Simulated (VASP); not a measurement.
# LiH (Fm-3m) in VASP: further runs

Aim: see how the results for LiH move with the level of theory and the settings. Levels: PBE0, PBE-EpsX, PBE, LDA. Tasks: band structure.

All numbers are computed with VASP 6.6.1; they aren't measurements. Logs are shortened: lines on timing, memory, paths and dates and some standing lists are left out, and cuts for length are marked.

### Step 1. Starting point

Symmetry: Fm-3m, No. 225, cubic system. Conventional cell: a = 3.972 Å, b = 3.972 Å, c = 3.972 Å, α = 90.00°, β = 90.00°, γ = 90.00°. Li (site symmetry m-3m) is surrounded by 6 H at 1.99 Å. Around H (site symmetry m-3m) lie 6 Li at 1.99 Å.

### Step 2. Band structure, PBE0

File POSCAR:

```
LiH                                     
1.0
    0.0000000000      1.9860246737      1.9860246737
    1.9860246737      0.0000000000      1.9860246737
    1.9860246737      1.9860246737      0.0000000000
  Li              H             
     1     1
Direct
     0.0000000000000000    0.0000000000000000    0.0000000000000000
     0.5000000000000000    0.5000000000000000    0.5000000000000000
```

File INCAR.step1:

```
SYSTEM = LiH
  PREC = Accurate
  ENCUT = 520
  EDIFF = 1E-5
  ISMEAR = 0
  SIGMA = 0.03
  LREAL = .False.
  LASPH = .True.
  NELM = 80
  ALGO = Normal
  ISIF = 2
  LWAVE = .True.
  LCHARG = .False.
  NBANDS = 9
  KPAR = 4
  GGA = PE
```

File INCAR.step2:

```
SYSTEM = LiH
  PREC = Accurate
  ENCUT = 520
  EDIFF = 1E-7
  ISMEAR = 0
  SIGMA = 0.03
  LREAL = .False.
  LASPH = .True.
  NELM = 80
  ALGO = Normal
  ISIF = 2
  LWAVE = .False.
  LCHARG = .False.
  GGA = PE
  LHFCALC = .True.
  AEXX = 0.25
  PRECFOCK = Fast
  HFRCUT = -1
  NBANDS = 9
  KPAR = 4
  ISTART = 1
```

File KPOINTS:

```
regular mesh
0
Gamma
  8 8 8
  0 0 0
```

File KPOINTS_OPT:

```
explicit points
6
Reciprocal
 0.0000000000  0.0000000000  0.0000000000 1
 0.3750000000  0.3750000000  0.7500000000 1
 0.5000000000  0.5000000000  0.5000000000 1
 0.6250000000  0.2500000000  0.6250000000 1
 0.5000000000  0.2500000000  0.7500000000 1
 0.5000000000  0.0000000000  0.5000000000 1
```

Potentials or basis: VASP PAW PBE potentials, release 64 (Li_sv, H).

Run with:

```sh
> cat potpaw_PBE.64/Li_sv/POTCAR potpaw_PBE.64/H/POTCAR > POTCAR
> cp INCAR.step1 INCAR
> mpirun -np 4 vasp_std > vasp.out
> cp INCAR.step2 INCAR
> mpirun -np 4 vasp_std > vasp.out
```

OUTCAR:

```text
SYSTEM = LiH
   PREC = Accurate
   ENCUT = 520
   EDIFF = 1E-7
   ISMEAR = 0
   LREAL = .False.
   LASPH = .True.
   NELM = 80
   ISIF = 2
   GGA = PE
   LHFCALC = .True.
   AEXX = 0.25
   PRECFOCK = Fast
   ISTART = 1

 ion  position               nearest neighbor table
   1  0.000  0.000  0.000-
   2  0.500  0.500  0.500-

  LATTYP: Found a face centered cubic cell.
 ALAT       =     3.9720493474

  Lattice vectors:

 A1 = (   0.0000000000,   1.9860246737,   1.9860246737)
 A2 = (   1.9860246737,   0.0000000000,   1.9860246737)
 A3 = (   1.9860246737,   1.9860246737,   0.0000000000)

Analysis of symmetry for initial positions (statically):
=====================================================================
 Subroutine PRICEL returns:
 Original cell was already a primitive cell.

 Routine SETGRP: Setting up the symmetry group for a
 face centered cubic supercell.

 Subroutine GETGRP returns: Found 48 space group operations
 (whereof 48 operations were pure point group operations)
 out of a pool of 48 trial point group operations.

The static configuration has the point symmetry O_h .

Analysis of symmetry for dynamics (positions and initial velocities):
=====================================================================
 Subroutine PRICEL returns:
 Original cell was already a primitive cell.

 Routine SETGRP: Setting up the symmetry group for a
 face centered cubic supercell.

 Subroutine GETGRP returns: Found 48 space group operations
 (whereof 48 operations were pure point group operations)
 out of a pool of 48 trial point group operations.

The dynamic configuration has the point symmetry O_h .

 Subroutine INISYM returns: Found 48 space group operations
 (whereof 48 operations are pure point group operations),
 and found     1 'primitive' translations

----------------------------------------------------------------------------------------

                                     Primitive cell

  volume of cell :      15.6669

  direct lattice vectors                    reciprocal lattice vectors
     0.000000000  1.986024674  1.986024674    -0.251759209  0.251759209  0.251759209
     1.986024674  0.000000000  1.986024674     0.251759209 -0.251759209  0.251759209
     1.986024674  1.986024674  0.000000000     0.251759209  0.251759209 -0.251759209

  length of vectors
     2.808663029  2.808663029  2.808663029     0.436059740  0.436059740  0.436059740

  position of ions in fractional coordinates (direct lattice)
     0.000000000  0.000000000  0.000000000
     0.500000000  0.500000000  0.500000000

  ion indices of the primitive-cell ions
   primitive index   ion index
                 1           1
                 2           2

----------------------------------------------------------------------------------------

 KPOINTS: regular mesh

Automatic generation of k-mesh.
 Grid dimensions read from file:
 generate k-points for:    8    8    8

 Generating k-lattice:

  Cartesian coordinates                     Fractional coordinates (reciprocal lattice)
    -0.031469901  0.031469901  0.031469901     0.125000000  0.000000000  0.000000000
     0.031469901 -0.031469901  0.031469901     0.000000000  0.125000000  0.000000000
     0.031469901  0.031469901 -0.031469901     0.000000000  0.000000000  0.125000000

  Length of vectors
     0.054507468  0.054507468  0.054507468

  Shift w.r.t. Gamma in fractional coordinates (k-lattice)
     0.000000000  0.000000000  0.000000000

 Subroutine IBZKPT returns following result:
 ===========================================

 Found     29 irreducible k-points:

 Following reciprocal coordinates:
            Coordinates               Weight
  0.000000  0.000000  0.000000      1.000000
  0.125000  0.000000  0.000000      8.000000
  0.250000  0.000000  0.000000      8.000000
  0.375000  0.000000  0.000000      8.000000
  0.500000  0.000000  0.000000      4.000000
  0.125000  0.125000  0.000000      6.000000
[... 16 lines left out ...]
  0.500000  0.250000  0.125000     48.000000
 -0.375000  0.250000  0.125000     24.000000
 [... further k-points ...]
   k-points           NKPTS =     29   k-points in BZ     NKDIM =    512   number of bands    NBANDS=      9
   number of dos      NEDOS =    301   number of ions     NIONS =      2
   total plane-waves  NPLWV =  13824
   dimension x,y,z NGX =    24 NGY =   24 NGZ =   24
   dimension x,y,z NGXF=    48 NGYF=   48 NGZF=   48
   ions per type =               1   1
   NGX,Y,Z   is equivalent  to a cutoff of  14.21, 14.21, 14.21 a.u.
   NGXF,Y,Z  is equivalent  to a cutoff of  28.41, 28.41, 28.41 a.u.
 SYSTEM =  LiH
   PREC   = accura    normal or accurate (medium, high low for compatibility)
   ISTART =      1    job   : 0-new  1-cont  2-samecut
   ICHARG =      0    charge: 1-file 2-atom 10-const
   ISPIN  =      1    spin polarized calculation?
   LNONCOLLINEAR =      F non collinear calculations
   LSORBIT =      F    spin-orbit coupling
[... 65 lines left out ...]
 fundamental gap:      4.6352061492
 Fermi energy:        -0.4885808108

 k-point     1 :       0.0000    0.0000    0.0000
  band No.  band energies     occupation
      1     -48.1604      2.00000
      2      -7.0958      2.00000
      3      18.2343      0.00000
      4      19.6974      0.00000
      5      19.6974      0.00000
      6      19.6974      0.00000
      7      24.3334      0.00000
      8      24.3334      0.00000
      9      24.3334      0.00000

 k-point     2 :       0.1250    0.0000    0.0000
  band No.  band energies     occupation
      1     -48.1524      2.00000
      2      -6.7807      2.00000
      3      15.6117      0.00000
      4      18.4674      0.00000
      5      19.0963      0.00000
      6      19.0963      0.00000
      7      23.8523      0.00000
      8      25.5842      0.00000
      9      25.5842      0.00000

 k-point     3 :       0.2500    0.0000    0.0000
  band No.  band energies     occupation
      1     -48.1324      2.00000
      2      -5.8575      2.00000
      3      11.1163      0.00000
      4      16.9180      0.00000
      5      18.3531      0.00000
      6      18.3531      0.00000
      7      24.0233      0.00000
      8      24.0233      0.00000
      9      25.3904      0.00000

 k-point     4 :       0.3750    0.0000    0.0000
  band No.  band energies     occupation
      1     -48.1122      2.00000
      2      -4.5822      2.00000
      3       7.4745      0.00000
      4      15.8137      0.00000
      5      18.1261      0.00000
      6      18.1261      0.00000
      7      21.7655      0.00000
      8      21.7655      0.00000
      9      27.7323      0.00000

 k-point     5 :       0.5000    0.0000    0.0000
  band No.  band energies     occupation
      1     -48.1037      2.00000
      2      -3.8406      2.00000
      3       5.9260      0.00000
      4      15.4226      0.00000
      5      18.2043      0.00000
      6      18.2043      0.00000
      7      20.8370      0.00000
      8      20.8370      0.00000
      9      29.3712      0.00000

 k-point     6 :       0.1250    0.1250    0.0000
  band No.  band energies     occupation
      1     -48.1497      2.00000
      2      -6.6611      2.00000
      3      16.2012      0.00000
      4      17.3282      0.00000
      5      17.3282      0.00000
      6      20.5871      0.00000
      7      20.7590      0.00000
      8      26.7765      0.00000
      9      27.6469      0.00000
[... 169 lines left out ...]
 k-point    21 :       0.5000    0.5000    0.0000
  band No.  band energies     occupation
      1     -48.0894      2.00000
      2      -0.8262      2.00000
      3       3.8090      0.00000
      4      12.2408      0.00000
      5      12.2408      0.00000
      6      15.3537      0.00000
      7      19.2663      0.00000
      8      37.1011      0.00000
      9      37.1011      0.00000

 k-point    22 :       0.3750    0.2500    0.1250
  band No.  band energies     occupation
      1     -48.1182      2.00000
      2      -4.9588      2.00000
      3      11.0189      0.00000
      4      11.6815      0.00000
      5      15.8727      0.00000
      6      19.4885      0.00000
      7      21.7894      0.00000
      8      25.8634      0.00000
      9      29.8020      0.00000

 k-point    23 :       0.5000    0.2500    0.1250
  band No.  band energies     occupation
      1     -48.1025      2.00000
      2      -3.6013      2.00000
      3       7.7008      0.00000
      4      10.4863      0.00000
      5      15.1539      0.00000
      6      18.6273      0.00000
      7      24.1181      0.00000
      8      26.3467      0.00000
      9      29.2515      0.00000

 k-point    24 :      -0.3750    0.2500    0.1250
  band No.  band energies     occupation
      1     -48.0960      2.00000
      2      -2.7845      2.00000
      3       6.1063      0.00000
      4      10.1762      0.00000
      5      14.8870      0.00000
      6      18.2037      0.00000
      7      24.9922      0.00000
      8      28.1674      0.00000
      9      29.3003      0.00000

 [... further k-points ...]

------------------------ aborting loop because EDIFF is reached ----------------------------------------

  FORCE on cell =-STRESS in cart. coord.  units (eV):
  Direction    XX          YY          ZZ          XY          YZ          ZX
  --------------------------------------------------------------------------------------
  -------------------------------------------------------------------------------------
  Total        0.0348295      0.0348295      0.0348295     -0.0000000      0.0000000     -0.0000000
  in kB        3.5618355      3.5618355      3.5618355     -0.0000000      0.0000000     -0.0000000
  external PRESSURE =       3.5618355 kB  Pullay stress =       0.0000000 kB

 VOLUME and BASIS-vectors are now :
 -----------------------------------------------------------------------------
  energy-cutoff  :      520.00
  volume of cell :       15.67
      direct lattice vectors                 reciprocal lattice vectors
     0.000000000  1.986024674  1.986024674    -0.251759209  0.251759209  0.251759209
     1.986024674  0.000000000  1.986024674     0.251759209 -0.251759209  0.251759209
     1.986024674  1.986024674  0.000000000     0.251759209  0.251759209 -0.251759209

 POSITION                                       TOTAL-FORCE (eV/Angst)
 -----------------------------------------------------------------------------------
      0.00000      0.00000      0.00000        -0.000000     -0.000000     -0.000000
      1.98602      1.98602      1.98602         0.000000      0.000000      0.000000
 -----------------------------------------------------------------------------------
    total drift:                               -0.000000      0.000000     -0.000000

  FREE ENERGIE OF THE ION-ELECTRON SYSTEM (eV)
  ---------------------------------------------------
  free  energy   TOTEN  =        -7.1339337025 eV

  energy  without entropy=       -7.1339337025  energy(sigma->0) =       -7.13393370
```

Run time: 74 s. Hardware: 4 MPI ranks of Intel Xeon Platinum 8488C (Sapphire Rapids), shared host; peak memory 0.16 GiB.

Results:

| Property | Result |
| --- | --- |
| Free energy | -7.1339 eV |
| Band gap on the k mesh | 4.64 eV, direct |
| Band gap along the path | 4.64 eV, direct |

Caveat: the cutoff is under 1.25 times the usual one of these potentials, so pressure, stress and relaxed cells hold a basis-set (Pulay) error; the PAW data sets were made with another functional, which shifts forces and pressure a little.

### Step 3. Band structure, PBE-EpsX

POSCAR is that of step 2.

File INCAR.step1:

```
SYSTEM = LiH
  PREC = Accurate
  ENCUT = 520
  EDIFF = 1E-8
  ISMEAR = 0
  SIGMA = 0.03
  LREAL = .False.
  LASPH = .True.
  NELM = 80
  ALGO = Normal
  ISIF = 2
  LWAVE = .False.
  LCHARG = .False.
  KPAR = 4
  GGA = PE
  LEPSILON = .True.
```

File KPOINTS.step1:

```
Automatic mesh
0
G
  12 12 12
  0 0 0
```

File INCAR.step2:

```
SYSTEM = LiH
  PREC = Accurate
  ENCUT = 520
  EDIFF = 1E-5
  ISMEAR = 0
  SIGMA = 0.03
  LREAL = .False.
  LASPH = .True.
  NELM = 80
  ALGO = Normal
  ISIF = 2
  LWAVE = .True.
  LCHARG = .False.
  NBANDS = 9
  KPAR = 4
  GGA = PE
```

File KPOINTS.step2:

```
regular mesh
0
Gamma
  8 8 8
  0 0 0
```

File INCAR.step3:

```
SYSTEM = LiH
  PREC = Accurate
  ENCUT = 520
  EDIFF = 1E-7
  ISMEAR = 0
  SIGMA = 0.03
  LREAL = .False.
  LASPH = .True.
  NELM = 80
  ALGO = Normal
  ISIF = 2
  LWAVE = .False.
  LCHARG = .False.
  GGA = PE
  LHFCALC = .True.
  AEXX = 0.225
  PRECFOCK = Fast
  HFRCUT = -1
  NBANDS = 9
  KPAR = 4
  ISTART = 1
```

File KPOINTS.step3:

```
regular mesh
0
Gamma
  8 8 8
  0 0 0
```

KPOINTS_OPT is that of step 2.

Potentials or basis: VASP PAW PBE potentials, release 64 (Li_sv, H).

Run with:

```sh
> cat potpaw_PBE.64/Li_sv/POTCAR potpaw_PBE.64/H/POTCAR > POTCAR
> cp INCAR.step1 INCAR
> cp KPOINTS.step1 KPOINTS
> mpirun -np 4 vasp_std > vasp.out
> cp INCAR.step2 INCAR
> cp KPOINTS.step2 KPOINTS
> mpirun -np 4 vasp_std > vasp.out
> cp INCAR.step3 INCAR
> cp KPOINTS.step3 KPOINTS
> mpirun -np 4 vasp_std > vasp.out
```

Wall time 79 s (4 MPI ranks of Intel Xeon Platinum 8488C (Sapphire Rapids), shared host); peak memory 0.16 GiB.

It converged, with:

```yaml
Free_energy: -7.0320 eV
Band_gap_on_the_k_mesh: 4.46 eV, direct
Band_gap_along_the_path: 4.46 eV, direct
```

Levels at points of the mesh, in eV from the valence-band top:
```tsv
k point	band 1	band 2	band 3	band 4	band 5
(0.00, 0.00, 0.00)	-47.03	-6.20	18.80	20.29	20.29
(0.50, 0.00, 0.00)	-46.97	-2.99	6.57	16.01	18.80
(0.50, 0.50, 0.00)	-46.96	0.00	4.46	12.85	12.85
```

Caveat: the cutoff is under 1.25 times the usual one of these potentials, so pressure, stress and relaxed cells hold a basis-set (Pulay) error; the PAW data sets were made with another functional, which shifts forces and pressure a little.

### Step 4. Band structure, PBE

File INCAR:

```
SYSTEM = LiH
PREC = Accurate
ENCUT = 520
EDIFF = 1E-6
ISMEAR = 0
SIGMA = 0.03
LREAL = .FALSE.
LASPH = .TRUE.
NELM = 80
ALGO = Normal
ISIF = 2
LWAVE = .FALSE.
LCHARG = .FALSE.
GGA = PE
```

File KPOINTS:

```
regular mesh
0
G
  12 12 12
  0 0 0
```

File POSCAR:

```
LiH                                     
1.0
    0.0000000000      1.9860246740      1.9860246740
    1.9860246740      0.0000000000      1.9860246740
    1.9860246740      1.9860246740      0.0000000000
  Li              H             
     1     1
Direct
     0.0000000000000000    0.0000000000000000    0.0000000000000000
     0.5000000000000000    0.5000000000000000    0.5000000000000000
```

File KPOINTS_OPT:

```
explicit points
252
Reciprocal
 0.0000000000  0.0000000000  0.0000000000 1
 0.0357142857  0.0000000000  0.0357142857 1
 0.0714285714  0.0000000000  0.0714285714 1
 0.1071428571  0.0000000000  0.1071428571 1
 0.1428571429  0.0000000000  0.1428571429 1
 0.1785714286  0.0000000000  0.1785714286 1
[... 244 lines left out ...]
 0.4919774800  0.0080225200  0.5000000000 1
 0.5080225200 -0.0080225200  0.5000000000 1
```

Run with:

```sh
> cat potpaw_PBE.64/Li_sv/POTCAR potpaw_PBE.64/H/POTCAR > POTCAR
> mpirun -np 1 vasp_std > vasp.out
```

Wall time 8.8 s (1 thread of Intel Xeon Platinum 8488C (Sapphire Rapids), shared host); peak memory 0.14 GiB.

It converged, with:

```yaml
Free_energy: -6.1258 eV
Band_gap_on_the_k_mesh: 2.96 eV, direct
Band_gap_along_the_path: 2.96 eV, direct
```

Levels at the corners of the path, in eV from the valence-band top:
```csv
point,band 1,band 2,band 3,band 4,band 5,band 6
Γ,-44.27,-5.54,16.45,18.17,18.17,18.17
X,-44.20,0.00,2.96,10.95,10.95,14.15
X,-44.20,0.00,2.96,10.95,10.95,14.15
W,-44.20,-0.24,5.29,5.29,12.04,17.94
W,-44.20,-0.24,5.29,5.29,12.04,17.94
K,-44.20,-0.54,4.13,7.68,12.11,16.54
K,-44.20,-0.54,4.13,7.68,12.11,16.54
Γ,-44.27,-5.54,16.45,18.17,18.17,18.17
Γ,-44.27,-5.54,16.45,18.17,18.17,18.17
L,-44.21,-2.71,4.99,13.90,16.75,16.75
L,-44.21,-2.71,4.99,13.90,16.75,16.75
U,-44.20,-0.54,4.13,7.68,12.11,16.54
U,-44.20,-0.54,4.13,7.68,12.11,16.54
W,-44.20,-0.24,5.29,5.29,12.04,17.94
W,-44.20,-0.24,5.29,5.29,12.04,17.94
L,-44.21,-2.71,4.99,13.90,16.75,16.75
L,-44.21,-2.71,4.99,13.90,16.75,16.75
K,-44.20,-0.54,4.13,7.68,12.11,16.54
U,-44.20,-0.54,4.13,7.68,12.11,16.54
X,-44.20,0.00,2.96,10.95,10.95,14.15
```

Caveat: the cutoff is under 1.25 times the usual one of these potentials, so pressure, stress and relaxed cells hold a basis-set (Pulay) error.

### Step 5. Band structure, LDA

Edit INCAR of step 4 so:

```diff
@@ -13,2 +13 @@
 LCHARG = .FALSE.
-GGA = PE
```

KPOINTS is that of step 4.

POSCAR is that of step 4.

KPOINTS_OPT is that of step 4.

Potentials or basis: VASP PAW LDA potentials, release 64 (Li_sv, H).

Run with:

```sh
> cat potpaw_LDA.64/Li_sv/POTCAR potpaw_LDA.64/H/POTCAR > POTCAR
> mpirun -np 1 vasp_std > vasp.out
```

It took 8.2 s on 1 thread of Intel Xeon Platinum 8488C (Sapphire Rapids), shared host; peak memory 0.12 GiB.

Results (log left out):

```yaml
Free_energy: -6.4923 eV
Band_gap_on_the_k_mesh: 2.58 eV, direct
Band_gap_along_the_path: 2.58 eV, direct
```

Levels at the corners of the path, in eV from the valence-band top:
```tsv
point	band 1	band 2	band 3	band 4	band 5	band 6
Γ	-43.45	-5.66	16.48	17.68	17.68	17.68
X	-43.37	0.00	2.58	10.52	10.52	13.83
X	-43.37	0.00	2.58	10.52	10.52	13.83
W	-43.37	-0.27	4.91	4.91	11.73	17.53
W	-43.37	-0.27	4.91	4.91	11.73	17.53
K	-43.37	-0.59	3.75	7.37	11.67	16.23
K	-43.37	-0.59	3.75	7.37	11.67	16.23
Γ	-43.45	-5.66	16.48	17.68	17.68	17.68
Γ	-43.45	-5.66	16.48	17.68	17.68	17.68
L	-43.39	-2.85	4.70	13.76	16.22	16.22
L	-43.39	-2.85	4.70	13.76	16.22	16.22
U	-43.37	-0.59	3.75	7.37	11.67	16.23
U	-43.37	-0.59	3.75	7.37	11.67	16.23
W	-43.37	-0.27	4.91	4.91	11.73	17.53
W	-43.37	-0.27	4.91	4.91	11.73	17.53
L	-43.39	-2.85	4.70	13.76	16.22	16.22
L	-43.39	-2.85	4.70	13.76	16.22	16.22
K	-43.37	-0.59	3.75	7.37	11.67	16.23
U	-43.37	-0.59	3.75	7.37	11.67	16.23
X	-43.37	0.00	2.58	10.52	10.52	13.83
```

Caveat: the cutoff is under 1.25 times the usual one of these potentials, so pressure, stress and relaxed cells hold a basis-set (Pulay) error. LDA gaps usually lie below the measured ones, often by a third to a half.

### Step 6. Summary

```tsv
level	potentials or basis	k mesh	grid for exact exchange (PRECFOCK)	exchange at q = 0	share of exact exchange	gap on the mesh (eV)
PBE0	VASP PAW PBE potentials, release 64 (Li_sv, H)	8 × 8 × 8	Fast	truncated	-	4.64
PBE-EpsX	VASP PAW PBE potentials, release 64 (Li_sv, H)	8 × 8 × 8	Fast	truncated	0.225	4.46
PBE	VASP PAW PBE potentials, release 64 (Li_sv, H)	12 × 12 × 12	-	-	-	2.96
LDA	VASP PAW LDA potentials, release 64 (Li_sv, H)	12 × 12 × 12	-	-	-	2.58
```

Alike in all rows: task band structure; no spin polarisation; cell as given; cutoff (eV) 520; smearing gaussian 0.03 eV.

Caveats: the cutoff is under 1.25 times the usual one of these potentials, so pressure, stress and relaxed cells hold a basis-set (Pulay) error; the PAW data sets were made with another functional, which shifts forces and pressure a little (some runs).

Total energies depend on the potentials used, so only differences within one code and one set of settings carry meaning.
